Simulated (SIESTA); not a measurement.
ZnO (zincite): equation of state with PBE

The system is ZnO (zincite).

```
Zn O
1.0
     3.24931    0.00000    0.00000
    -1.62465    2.81398    0.00000
     0.00000    0.00000    5.20571
Zn O
2 2
Direct
  0.66667 0.33333 0.00000
  0.33333 0.66667 0.50000
  0.33333 0.66667 0.87901
  0.66667 0.33333 0.37901
```

| Property | Result |
| --- | --- |
| Program | SIESTA 5.4.2 |
| Task | equation of state |
| Functional | PBE |
| Potentials or basis | PseudoDojo 0.4 standard (PBE files) |
| Basis | DZP (energy shift 0.002 Ry) |
| Grid cutoff | 800 Ry |
| Energy shift | 0.002 Ry |
| k mesh | 9 × 9 × 5 |
| Occupations | fermi-dirac, width 0.05 eV |
| Spin | no spin polarisation |

* Equilibrium volume: 12.43 Å³/atom
* Bulk modulus at fixed shape and positions: 136 GPa
* Pressure derivative of the bulk modulus: 4.2 (rough: it moves with the points fitted)

Energy against volume, from the lowest point:
| volume (Å³/atom) | energy (meV/atom) |
| --- | --- |
| 11.186 | 63.87 |
| 11.424 | 40.46 |
| 11.662 | 22.56 |
| 11.900 | 10.42 |
| 12.138 | 3.09 |
| 12.376 | 0.00 |
| 12.614 | 0.94 |

All runs of the series together: 3.8 min on 1 thread of Arm Neoverse V2, on a shared host.

Caveat: semicore shells carry a single zeta, which can move pressures by several GPa and volumes by a few percent; the cell was scaled at fixed shape and fractional positions, which overstates the stiffness of a crystal with free parameters, most of all of layers and chains; the basis of atomic orbitals isn't converged, which shifts pressures, moduli and gaps.
